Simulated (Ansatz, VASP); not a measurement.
## Co (Co strained to the junction's net) in two plane-wave programs

One calculation is typed for both programs; each brings its own data sets. How far apart do they land? The structure shown is the end of the Ansatz relaxation below.

Main program and level: Ansatz 0.2.0; plane waves, with VASP 6.6.1 beside it; single point at PBE.

### 1. The structure

The structure is hexagonal, space group P6_3/mmc (No. 194). Conventional cell: a = 2.543 Å, b = 2.543 Å, c = 3.991 Å, α = 90.00°, β = 90.00°, γ = 120.00°. Nearest to Co lie 12 Co at 2.48 to 2.54 Å.

### 2. Ansatz: relaxation, PBE

Ansatz runs on its default PAW (the set named soft_2) files.

This run makes the geometry at which the two programs are then compared.

File input.yaml:

```yaml
crystal:
  lattice:
    - [4.405, 0.0, 0.0]
    - [-2.2025, 3.8148419037, 0.0]
    - [0.0, 0.0, 3.9696963828]
  atoms:
    - { symbol: Co, position: [0.66666667, 0.33333333, 0.0], spin: 1.7 }
    - { symbol: Co, position: [0.0, 0.0, 0.0], spin: 1.7 }
    - { symbol: Co, position: [0.33333333, 0.66666667, 0.0], spin: 1.7 }
    - { symbol: Co, position: [0.0, 0.66666667, 0.5], spin: 1.7 }
    - { symbol: Co, position: [0.33333333, 0.33333333, 0.5], spin: 1.7 }
    - { symbol: Co, position: [0.66666667, 0.0, 0.5], spin: 1.7 }
magnetization:
  spin_polarized: true
kpoints:
  mp_grid: { grid: [12, 12, 8] }
scf:
  occupations: { method: fermi_dirac, width: 0.1 }
  max_iter: 150
hamiltonian:
  xc: pbe
relax:
  f_tol: 0.01
  max_steps: 40
  cell: { fix: [a, b, angles] }
```

The run is started by

```
> ansatz run input.yaml --threads 8 --pin off --max-ram 40960MiB --backend cuda --events-out ev --progress --plain --runs-dir out
```

Numbers of over 12 decimals in the logs are rounded to 6 here.

Log:

```text
Engine: ansatz 0.2.0, aarch64-unknown-linux-gnu
Pseudopotentials: kind: paw
Pseudopotential: Co, paw, valence charge 17, recommended cutoff 420 eV (normal), Co.paw.azcp
Functional definition: PBE
  parameter kappa = 0.804
  parameter beta = 0.066725
  exchange = pbe_x(kappa = kappa, mu = beta*pi^2/3)
  correlation = pbe_c(beta = beta)
[...]
Crystal: 6 atoms, lattice volume = 66.708 Å³
Basis set: ecut = 420 eV, 1315 PW (Γ), exchange–correlation on 60×60×54 points (8 copies of the dense FFT grid, shifted against one another)
Bands: 68, of which v1, the nominal top of the filled ones, is band 51 counted from 1 (50 counted from 0)
Symmetry: 72 space group operations
Space group: P63/mmc (ITA 194), of the structure as read, at distance tolerance 4.1e-5 Å
Magnetic group: BNS 194.263 (UNI 1493), of the structure as read, at distance tolerance 4.1e-5 Å
k-points: 95 of 1152
Non-local potential: Co, projectors of the file, l = 0: 3, l = 1: 2, l = 2: 3, l = 3: 1
PAW form: soft (Blöchl's): semilocal exchange-correlation on the pseudo side does not see the compensation charge
PAW one-centre angular grid: Co, 590 points (default); XC on 64 Gauss nodes
Initial density: superposition of atomic densities (chi_scale 0.1, normalization cell)
Starting moments: Σ|m| = 10.2 μB on 6 of 6 sites
Initial wavefunctions: pseudopotential atomic-orbital guess
[...]
Functional: x = pbe(κ = 0.804, μ = 0.219515), c = pbe(β = 0.066725)
SCF iter   1: F=—  HF=-30754.969087 eV  |F-HF|=—  |Δ(HF+E_count)|=         —  Δρ=9.76e-2 (↑3.14e-2 ↓9.76e-2)  dr2=6.40e0  dr2_m=6.87e-1  M=9.789 μB ∫|m|=10.205 μB  β_m=0.30  ethr=3.10e-3  ⟨swp⟩=5.2  Hψ=40474  notcnv=0  defer=30
Mixer restart at iter 1: flushing history
preconditioner: auto → Kerker (q_TF=auto, 2.928 Å⁻¹)  [metal: Δε(μ)=0.013 eV  Ē_g=8.164 eV  σ=0.100 eV  W_gap=0.03  n_scr=26 (ndim 8)  ℏωp=33.4 eV  f_vac=0.000  D(μ)=6.19/eV (n_scr^D=70)]
spin=Collinear: Kerker preconditioning applied to the charge; magnetization (m = ρ↑ − ρ↓) channel mixes plain (no charge-response kernel on spin).
SCF iter   2: F=—  HF=-30753.030708 eV  |F-HF|=—  |Δ(HF+E_count)|=    1.94e0  Δρ=4.47e-2 (↑2.14e-2 ↓4.47e-2)  dr2=4.16e-1  dr2_m=6.28e-1  M=9.937 μB ∫|m|=10.478 μB  β_m=0.38  ethr=3.10e-3  ⟨swp⟩=2.1  Hψ=21203  notcnv=0  defer=444
[...]
SCF iter   4: F=—  HF=-30756.713154 eV  |F-HF|=—  |Δ(HF+E_count)|=         —  Δρ=2.12e-2 (↑2.12e-2 ↓6.93e-3)  dr2=3.05e-1  dr2_m=3.16e-2  M=9.843 μB ∫|m|=10.760 μB  β_m=0.66  ethr=5.32e-5  ⟨swp⟩=2.0  Hψ=25388  notcnv=0  defer=444
Mixer restart at iter 4: flushing history
SCF iter   5: F=—  HF=-30756.937445 eV  |F-HF|=—  |Δ(HF+E_count)|=   2.24e-1  Δρ=5.30e-3 (↑4.52e-3 ↓5.30e-3)  dr2=1.54e-2  dr2_m=7.85e-4  M=9.752 μB ∫|m|=10.726 μB  β_m=0.61  ethr=5.32e-5  ⟨swp⟩=2.0  Hψ=26410  notcnv=0  defer=476
[...]
SCF iter  12: F=-30756.927720 eV  HF=-30756.927720 eV  |F-HF|=1.73e-9  |Δ(HF+E_count)|=   4.91e-9  Δρ=1.21e-6 (↑9.86e-7 ↓1.21e-6)  dr2=2.24e-9  dr2_m=1.99e-11  M=9.710 μB ∫|m|=10.741 μB  ethr=5.16e-11  ⟨swp⟩=1.6  Hψ=36776  notcnv=0
SCF 1 converged in 12 iterations: F = -30756.927720 eV  dr2 = 2.24e-9
  greatest PAW one-centre occupation: 1.001 electrons in one spin orbital (limit 2), on the Co atom at site 5 (counted from 0), in its partial waves of l = 1
relax step   1: F+E_penalty+E_count = -30756.92771981 eV  Δ(F+E_penalty+E_count) = +0.000e0 eV  max|allowed force component| = 7.453e-17 eV/Å  Δτ_max = 0.0000 Å  P = -4.343 GPa  Ω = 66.708 Å³  fix = [a, b, alpha, beta, gamma]  reactions: a -7.569, b -7.569 GPa  (12 SCF iters, dr2 threshold 1.00e-7 eV, accepted)
[...]
relax step   2: F+E_penalty+E_count = -30756.92922944 eV  Δ(F+E_penalty+E_count) = -1.510e-3 eV  max|allowed force component| = 2.596e-17 eV/Å  Δτ_max = 0.0000 Å  P = -4.867 GPa  Ω = 66.878 Å³  energy of the carried Pulay correction = -1.902e-4 eV  fix = [a, b, alpha, beta, gamma]  reactions: a -7.847, b -7.847 GPa  (7 SCF iters, dr2 threshold 6.00e-7 eV, accepted)
[...]
relax step   3: F+E_penalty+E_count = -30756.92966132 eV  Δ(F+E_penalty+E_count) = -4.319e-4 eV  max|allowed force component| = 6.348e-17 eV/Å  Δτ_max = 0.0000 Å  P = -5.421 GPa  Ω = 67.062 Å³  energy of the carried Pulay correction = -3.951e-4 eV  fix = [a, b, alpha, beta, gamma]  reactions: a -8.141, b -8.141 GPa  (7 SCF iters, dr2 threshold 6.00e-7 eV, accepted)
[...]
relax step   4: F+E_penalty+E_count = -30756.93009198 eV  Δ(F+E_penalty+E_count) = -4.307e-4 eV  max|allowed force component| = 4.729e-17 eV/Å  Δτ_max = 0.0000 Å  P = -5.413 GPa  Ω = 67.062 Å³  fix = [a, b, alpha, beta, gamma]  reactions: a -8.137, b -8.137 GPa  stress off target by 3.66e-2 GPa on what of the cell is left free  SCF on the basis re-selected at this cell (its energy is not comparable with the rows above)  (9 SCF iters)
[...]
SCF converged after 9 iterations
[...]
E_nonlocal   = 2725.770961
  E_hartree    = 7223.557056
  E_xc         = -952.066527
  E_vxc        = -1228.436580  (∫ρ·V_xc dr)
  E_paw        = -9090.805050  (= ΣΔE_a)
  E_vpaw       = -2930.650512  (= ΣTr[D̂ρ^β])
  E_aug_tail   = 0.000437  (compensation charges beyond the density's cutoff)
  E_ewald      = -16123.178015
  E_smearing   = -0.184499  (= −TS)
  E_closure    = -0.000000  (closes the sum)
  Σ components = -30756.930092   (vs F -30756.930092, Δ=0.00e0)
--- Forces (eV/Å), atoms counted from 1 ---
  atom   1  Co    -0.00000000    -0.00000000     0.00000000
  atom   2  Co    -0.00000000     0.00000000     0.00000000
  atom   3  Co    -0.00000000     0.00000000     0.00000000
  atom   4  Co     0.00000000    -0.00000000    -0.00000000
  atom   5  Co     0.00000000    -0.00000000    -0.00000000
  atom   6  Co     0.00000000     0.00000000    -0.00000000
  max |Σ_I F_I| component: 4.47e-17 eV/Å
--- Stress (GPa, compression-positive) ---
       -8.137097       0.000000      -0.000000
        0.000000      -8.137097      -0.000000
       -0.000000      -0.000000       0.036585
  P = ⅓ Tr σ = -5.4125 GPa (-54.125 kbar)
--- Band table (eV; the first three rows and the last of 190) ---
  k-point 0 ↑: bands = [... 47 lower, 17.1124, 17.1124, 17.1124, 17.1124, 17.1964, 17.1964, 17.3060, 17.3060, ... 4 higher]
  k-point 1 ↑: bands = [... 47 lower, 17.1292, 17.1292, 17.1292, 17.1292, 17.1565, 17.1565, 17.1920, 17.1920, ... 4 higher]
  k-point 2 ↑: bands = [... 47 lower, 16.3841, 16.8034, 16.8034, 17.1595, 17.1595, 17.1668, 17.1668, 17.1668, ... 4 higher]
  k-point 94 ↓: bands = [... 47 lower, 17.8550, 18.9349, 18.9349, 18.9349, 18.9349, 18.9349, 18.9349, 19.5636, ... 4 higher]
--- Relaxed structure (3 steps of the walk, 3 accepted, 1 SCFs on fresh bases) ---
  F+E_penalty+E_count = -30756.93009198 eV   max|allowed force component| = 4.729e-17 eV/Å   (the final SCF, on the basis selected at the relaxed cell)
  cell:  # Å, volume = 67.0623 Å³
    - [4.405000, 0, 0.0]
    - [-2.202500, 3.814842, 0.0]
    - [0.0, 0.0, 3.990766]
  atoms:
    - { symbol: Co, position: [0.666667, 0.333333, 0] }
    - { symbol: Co, position: [0, 0, 0] }
    - { symbol: Co, position: [0.333333, 0.666667, 0] }
    - { symbol: Co, position: [0.0, 0.666667, 0.500000] }
    - { symbol: Co, position: [0.333333, 0.333333, 0.500000] }
    - { symbol: Co, position: [0.666667, 0, 0.500000] }
```

### 3. VASP: single point, PBE

The same cell, functional, mesh and smearing now go to VASP, with its own data sets.

Lines of VASP's logs that name or quote its potential files are left out, and so is its time.

File INCAR:

```
SYSTEM = Co
PREC = Accurate
ENCUT = 600
EDIFF = 1E-06
NELM = 200
ISMEAR = -1
SIGMA = 0.1
LREAL = .FALSE.
ALGO = Normal
GGA = PE
NBANDS = 42
ISPIN = 2
MAGMOM = 1.7 1.7 1.7 1.7 1.7 1.7
LASPH = .TRUE.
LMAXMIX = 4
LORBIT = 11
LWAVE = .FALSE.
LCHARG = .FALSE.
ISIF = 2
GGA_COMPAT = .FALSE.
KPAR = 2
```

File POSCAR:

```
Co
1.0
    4.4050000000      0.0000000000      0.0000000000
   -2.2025000000      3.8148419037      0.0000000000
    0.0000000000      0.0000000000      3.9907658906
Co
6
Direct
    0.6666666667      0.3333333333      0.0000000000
    0.0000000000      0.0000000000      0.0000000000
    0.3333333333      0.6666666667      0.0000000000
    0.0000000000      0.6666666667      0.5000000000
    0.3333333333      0.3333333333      0.5000000000
    0.6666666667      0.0000000000      0.5000000000
```

File KPOINTS:

```
Automatic mesh
0
Gamma
12 12 8
0 0 0
```

The projector-augmented-wave data sets are Co (PBE family, release 64).

The run is started by

```
> mpirun -np 2 vasp_std
```

Log:

```text
[banner, memory and clock lines left out]
running    2 mpi-ranks, on    1 nodes
 distrk:  each k-point on    1 cores,    2 groups
 distr:  one band on    1 cores,    1 groups

 POSCAR found type information on POSCAR Co
 POSCAR found :  1 types and       6 ions
 LDA part: xc-table for (Slater+PW92), standard interpolation
 POSCAR, INCAR and KPOINTS ok, starting setup
 FFT: planning ... GRIDC
 FFT: planning ... GRID_SOFT
 FFT: planning ... GRID
 WAVECAR not read
 entering main loop
       N       E                     dE             d eps       ncg     rms          rms(c)
DAV:   1     0.424339900628E+03    0.42434E+03   -0.24632E+04 16000   0.191E+03
DAV:   2    -0.140976853410E+02   -0.43844E+03   -0.41223E+03 15960   0.363E+02
DAV:   3    -0.479523034140E+02   -0.33855E+02   -0.29808E+02 16248   0.135E+02
DAV:   4    -0.486473317101E+02   -0.69503E+00   -0.69243E+00 18126   0.207E+01
DAV:   5    -0.486764128802E+02   -0.29081E-01   -0.29077E-01 23320   0.287E+00    0.249E+01
DAV:   6    -0.436284210578E+02    0.50480E+01   -0.48151E+01 17096   0.827E+01    0.133E+01
DAV:   7    -0.422992437358E+02    0.13292E+01   -0.71022E+00 17804   0.321E+01    0.641E+00
DAV:   8    -0.422689914648E+02    0.30252E-01   -0.10329E-01 19550   0.216E+00    0.307E+00
DAV:   9    -0.422244482468E+02    0.44543E-01   -0.19794E-02 21484   0.135E+00    0.102E+00
DAV:  10    -0.422249294975E+02   -0.48125E-03   -0.24476E-03 19236   0.411E-01    0.628E-01
DAV:  11    -0.422248330355E+02    0.96462E-04   -0.22568E-03 18824   0.437E-01    0.619E-02
DAV:  12    -0.422248450036E+02   -0.11968E-04   -0.18345E-04 17786   0.960E-02    0.349E-02
DAV:  13    -0.422248383848E+02    0.66188E-05   -0.11885E-05 21200   0.269E-02    0.209E-02
DAV:  14    -0.422248394014E+02   -0.10165E-05   -0.22675E-06 13610   0.119E-02    0.116E-02
DAV:  15    -0.422248376905E+02    0.17109E-05   -0.43746E-07  8324   0.577E-03    0.199E-03
DAV:  16    -0.422248379117E+02   -0.22119E-06   -0.97219E-08  8268   0.290E-03
   1 F= -.42224838E+02 E0= -.42130988E+02  d E =-.187699E+00  mag=     9.6932
```

Parts of OUTCAR (step 3):

```text
ion  position               nearest neighbor table
   1  0.667  0.333  0.000-   6 2.48   6 2.48   4 2.48   4 2.48   5 2.48   5 2.48   3 2.54   2 2.54
                             3 2.54   2 2.54   2 2.54   3 2.54
   2  0.000  0.000  0.000-   6 2.48   6 2.48   4 2.48   4 2.48   5 2.48   5 2.48   1 2.54   3 2.54
                             1 2.54   3 2.54   1 2.54   3 2.54
   3  0.333  0.667  0.000-   4 2.48   4 2.48   6 2.48   6 2.48   5 2.48   5 2.48   2 2.54   1 2.54
                             1 2.54   2 2.54   2 2.54   1 2.54
   4  0.000  0.667  0.500-   3 2.48   3 2.48   2 2.48   2 2.48   1 2.48   1 2.48   6 2.54   5 2.54
                             6 2.54   5 2.54   5 2.54   6 2.54
   5  0.333  0.333  0.500-   2 2.48   2 2.48   1 2.48   1 2.48   3 2.48   3 2.48   6 2.54   4 2.54
                             6 2.54   4 2.54   4 2.54   6 2.54
   6  0.667  0.000  0.500-   2 2.48   2 2.48   1 2.48   1 2.48   3 2.48   3 2.48   4 2.54   5 2.54
                             5 2.54   4 2.54   5 2.54   4 2.54

  LATTYP: Found a hexagonal cell.
 ALAT       =     4.4050000000
 C/A-ratio  =     0.9059627447

 Subroutine GETGRP returns: Found 24 space group operations
 (whereof 12 operations were pure point group operations)

The static configuration has the point symmetry D_3h.
 The point group associated with its full space group is D_6h.

 Found     95 irreducible k-points:

   k-points           NKPTS =     95   k-points in BZ     NKDIM =     95   number of bands    NBANDS=     42

   dimension x,y,z NGX =    36 NGY =   36 NGZ =   32
   dimension x,y,z NGXF=    72 NGYF=   72 NGZF=   64

   ENCUT  =  600.0 eV  44.10 Ry    6.64 a.u.   8.80  8.80  7.97*2*pi/ulx,y,z

   NELECT =      54.0000    total number of electrons

 k-points in reciprocal lattice and weights: Automatic mesh
   0.00000000  0.00000000  0.00000000       0.001
   0.08333333  0.00000000  0.00000000       0.005
   0.16666667  0.00000000  0.00000000       0.005
   0.25000000  0.00000000  0.00000000       0.005
   0.33333333  0.00000000  0.00000000       0.005
   0.41666667  0.00000000  0.00000000       0.005
   0.50000000  0.00000000  0.00000000       0.003
   0.08333333  0.08333333  0.00000000       0.005
   0.16666667  0.08333333  0.00000000       0.010
[...]
0.33333333  0.25000000  0.50000000       0.010
   0.33333333  0.33333333  0.50000000       0.002

 average (electrostatic) potential at core
       1 -78.6870       2 -78.6870       3 -78.6870       4 -78.6870       5 -78.6870
       6 -78.6870

 E-fermi :   9.8336

 spin component 1
 k-point     1 :       0.0000    0.0000    0.0000
  band No.  band energies     occupation
    ...
     27       8.9107      0.99990
     28       8.9934      0.99978
     29       8.9934      0.99978
     30       9.1020      0.99934
     31       9.1020      0.99934
     32      10.1234      0.05225
     33      13.9755      0.00000
     34      13.9755      0.00000
     35      14.7111      0.00000
     36      14.7111      0.00000
    ...

 k-point     2 :       0.0833    0.0000    0.0000
  band No.  band energies     occupation
    ...
     27       8.9953      0.99977
     28       9.0045      0.99975
     29       9.0211      0.99970
     30       9.1074      0.99930
     31       9.1089      0.99929
     32      10.5166      0.00108
     33      12.9162      0.00000
     34      13.3177      0.00000
     35      14.1716      0.00000
     36      15.3114      0.00000
    ...

 k-point     3 :       0.1667    0.0000    0.0000
  band No.  band energies     occupation
    ...
     27       9.0330      0.99967
     28       9.0529      0.99959
     29       9.1028      0.99933
     30       9.1198      0.99921
     31       9.1309      0.99911
     32      11.2675      0.00000
     33      11.6835      0.00000
     34      12.5640      0.00000
     35      13.7401      0.00000
     36      16.1931      0.00000
    ...

 k-point     4 :       0.2500    0.0000    0.0000
  band No.  band energies     occupation
    ...
     27       9.0687      0.99952
     28       9.0778      0.99948
     29       9.0920      0.99940
     30       9.1339      0.99909
     31       9.1663      0.99874
     32      10.6655      0.00024
     33      11.9206      0.00000
     34      12.1421      0.00000
     35      13.3937      0.00000
     36      16.5213      0.00000
    ...

 k-point     5 :       0.3333    0.0000    0.0000
  band No.  band energies     occupation
    ...
     27       9.0607      0.99956
     28       9.0669      0.99953
     29       9.1023      0.99933
     30       9.1449      0.99898
     31       9.2071      0.99810
     32       9.8765      0.39439
     33      11.4213      0.00000
     34      13.0995      0.00000
     35      13.1266      0.00000
     36      16.6572      0.00000
    ...

 k-point     6 :       0.4167    0.0000    0.0000
  band No.  band energies     occupation
    ...
     28       9.1283      0.99914
     29       9.1467      0.99896
     30       9.1491      0.99894
     31       9.2401      0.99736
     32       9.2785      0.99613
     33      11.1021      0.00000
     34      12.9518      0.00000
     35      14.1284      0.00000
     36      16.3842      0.00000
     37      16.8601      0.00000
    ...

  Total       -3.6146955     -3.6146955     -0.3629960      0.0000000     -0.0000000      0.0000000
  in kB      -86.3582026    -86.3582026     -8.6722895      0.0000000     -0.0000000      0.0000000
  external PRESSURE =     -60.4628982 kB  Pullay stress =       0.0000000 kB

  energy-cutoff  :      600.00
  volume of cell :       67.06
      direct lattice vectors                 reciprocal lattice vectors
     4.405000000  0.000000000  0.000000000     0.227014756  0.131067030  0.000000000
    -2.202500000  3.814841904  0.000000000     0.000000000  0.262134061  0.000000000
     0.000000000  0.000000000  3.990765891     0.000000000  0.000000000  0.250578467

 POSITION                                       TOTAL-FORCE (eV/Angst)
 -----------------------------------------------------------------------------------
      2.20250      1.27161      0.00000         0.000000     -0.000000     -0.000000
      0.00000      0.00000      0.00000        -0.000000     -0.000000     -0.000000
     -0.00000      2.54323      0.00000         0.000000      0.000000      0.000000
     -1.46833      2.54323      1.99538        -0.000000      0.000000      0.000000
      0.73417      1.27161      1.99538        -0.000000     -0.000000      0.000000
      2.93667      0.00000      1.99538         0.000000      0.000000     -0.000000
 -----------------------------------------------------------------------------------
    total drift:                               -0.000000      0.000000     -0.000000

  FREE ENERGIE OF THE ION-ELECTRON SYSTEM (eV)
  ---------------------------------------------------
  free  energy   TOTEN  =       -42.2248379117 eV

  energy  without entropy=      -42.0371389181  energy(sigma->0) =      -42.13098841

 total charge
# of ion       s       p       d       tot
------------------------------------------
    1        0.476   0.495   7.247   8.219
    2        0.476   0.495   7.247   8.219
    3        0.476   0.495   7.247   8.219
    4        0.476   0.495   7.247   8.219
    5        0.476   0.495   7.247   8.219
    6        0.476   0.495   7.247   8.219
--------------------------------------------------
tot          2.859   2.972  43.483  49.314

 magnetization (x)
# of ion       s       p       d       tot
------------------------------------------
    1       -0.015  -0.054   1.710   1.641
    2       -0.015  -0.054   1.710   1.641
    3       -0.015  -0.054   1.710   1.641
    4       -0.015  -0.054   1.710   1.641
    5       -0.015  -0.054   1.710   1.641
    6       -0.015  -0.054   1.710   1.641
--------------------------------------------------
tot         -0.089  -0.322  10.260   9.849

[... 6 further parts left out ...]
```

The magnetic state follows from one typed start and may not be the lowest.

### 4. Side by side

Known differences besides the potentials themselves: VASP starts from the moments at which Ansatz ended; the data sets hold 102 valence electrons in Ansatz (on its default PAW (the set named soft_2) files) and 54 in VASP; the cutoff is 420 eV in Ansatz and 600 eV in VASP; Ansatz's pressure holds a Pulay correction, VASP's none; site moments are counted in spheres of each program's own size. Total energies have different zeros and are not compared.

The two programs side by side:

| quantity | Ansatz | VASP | difference |
| --- | --- | --- | --- |
| pressure (GPa) | -5.41 | -6.05 | +0.63 |
| total moment (μB) | 9.74 | 9.69 | +0.05 |
| moment on Co1 (μB) | 1.70 | 1.64 | +0.06 |
| moment on Co2 (μB) | 1.70 | 1.64 | +0.06 |
| moment on Co3 (μB) | 1.70 | 1.64 | +0.06 |
| moment on Co4 (μB) | 1.70 | 1.64 | +0.06 |
| moment on Co5 (μB) | 1.70 | 1.64 | +0.06 |
| moment on Co6 (μB) | 1.70 | 1.64 | +0.06 |

### 5. Results

* difference in total moment (single point, PBE): 0.048 μB
* difference in pressure (single point, PBE): 0.63 GPa

The difference in pressure is 0.63 GPa (single point, PBE), within the 1 GPa picked in this series as the mark of a large difference. The data sets hold unlike numbers of valence electrons (102 in Ansatz and 54 in VASP), so part of the differences comes from the potentials. How closely two codes agree says nothing of how well the functional describes the real material.

[Lines on the potential files, build, host, timing and source positions are cut from VASP's logs without a mark.]

[Logs are printed without paths, hosts, clocks, repeated set-up lines and the standing remarks that a program may print on its own settings, such as how far it seeks lower states.]

[Hosts, paths, dates, database ids (printed as entryN), source tags and the programs' standing remarks are cut or masked in the printed files.]
